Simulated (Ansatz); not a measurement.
# Ga3Se: energies, forces and stress near the listed structure

How do energy, forces, pressure and gap of Ga3Se change under distortions that keep the symmetry? Each case is one self-consistent run.

Method: DFT PBE, scalar-relativistic, plane waves, PAW, in Ansatz 0.2.0.

## 1. The system as given

Symmetry: Pm-3m, No. 221, cubic system. Conventional cell: a = 4.432 Å, b = 4.432 Å, c = 4.432 Å, α = 90.00°, β = 90.00°, γ = 90.00°. Ga (site symmetry 4/mmm) is surrounded by 8 Ga at 3.13 Å and 4 Se at 3.13 Å. Se (site symmetry m-3m) is surrounded by 12 Ga at 3.13 Å.

Structure file:

```cif
data_structure
_symmetry_space_group_name_H-M 'Pm-3m'
_symmetry_Int_Tables_number 221
_cell_length_a 4.4325
_cell_length_b 4.4325
_cell_length_c 4.4325
_cell_angle_alpha 90.000
_cell_angle_beta 90.000
_cell_angle_gamma 90.000
_cell_volume 87.08
loop_
_atom_site_label
_atom_site_type_symbol
_atom_site_symmetry_multiplicity
_atom_site_Wyckoff_symbol
_atom_site_fract_x
_atom_site_fract_y
_atom_site_fract_z
_atom_site_occupancy
Ga1 Ga 3 c 0.00000 0.50000 0.50000 1
Se1 Se 1 a 0.00000 0.00000 0.00000 1
```

The structure comes from the Materials Project (structure only).

## 2. A distortion that keeps the symmetry

What differs from the listed cell: strain xx, yy, zz, yz, xz, xy = +0.3, +0.3, +0.3, +0.0, +0.0, +0.0 %.

input.yaml

```yaml
crystal:
  lattice:
    - [4.4441223829, 0.0, 0.0]
    - [0.0, 4.4441223829, 0.0]
    - [0.0, 0.0, 4.4441223829]
  atoms:
    - { symbol: Ga, position: [0.0, 0.5, 0.5] }
    - { symbol: Ga, position: [0.5, 0.0, 0.5] }
    - { symbol: Ga, position: [0.5, 0.5, 0.0] }
    - { symbol: Se, position: [0.0, 0.0, 0.0] }
basis:
  ecutwfc: 420
kpoints:
  mp_grid: { grid: [10, 10, 10] }
hamiltonian:
  xc: pbe
scf:
  occupations: { method: gaussian, width: 0.1 }
output:
  forces: true
  stress: true
  eigenvalues: true
  populations: true
```

## 3. A distortion that keeps the symmetry

input.yaml: that of step 2 with these lines changed.

```diff
@@ -2,5 +2,5 @@
   lattice:
-    - [4.4441223829, 0.0, 0.0]
-    - [0.0, 4.4441223829, 0.0]
-    - [0.0, 0.0, 4.4441223829]
+    - [4.4868956702, 0.0, 0.0]
+    - [0.0, 4.4868956702, 0.0]
+    - [0.0, 0.0, 4.4868956702]
   atoms:
```

## 4. A distortion that keeps the symmetry

input.yaml: that of step 3 with these lines changed.

```diff
@@ -2,5 +2,5 @@
   lattice:
-    - [4.4868956702, 0.0, 0.0]
-    - [0.0, 4.4868956702, 0.0]
-    - [0.0, 0.0, 4.4868956702]
+    - [4.3907555043, 0.0, 0.0]
+    - [0.0, 4.3907555043, 0.0]
+    - [0.0, 0.0, 4.3907555043]
   atoms:
@@ -22,2 +22 @@
   eigenvalues: true
-  populations: true
```

Before running it: what results should come out? Wanted: for each run, case; energy; pressure; largest force.

**Answer**, as computed:

```
step                                  case  energy (meV/atom)  pressure (GPa)  largest force (eV/Å)  gap on the mesh (eV)
   2  a distortion that keeps the symmetry               +0.0            -0.9                  0.00                  0.00
   3  a distortion that keeps the symmetry               +5.4            -1.8                  0.00                  0.00
   4  a distortion that keeps the symmetry               -1.0             0.5                  0.00                  0.00
```

Energies are counted from step 2, with the smearing taken to zero. A gap of 0.00 means none on the mesh at this level.

In words: The distorted cells of the listed formula and level show no gap on the mesh. Spin polarisation is off in the runs that give these values; a magnetic solution could lie lower.
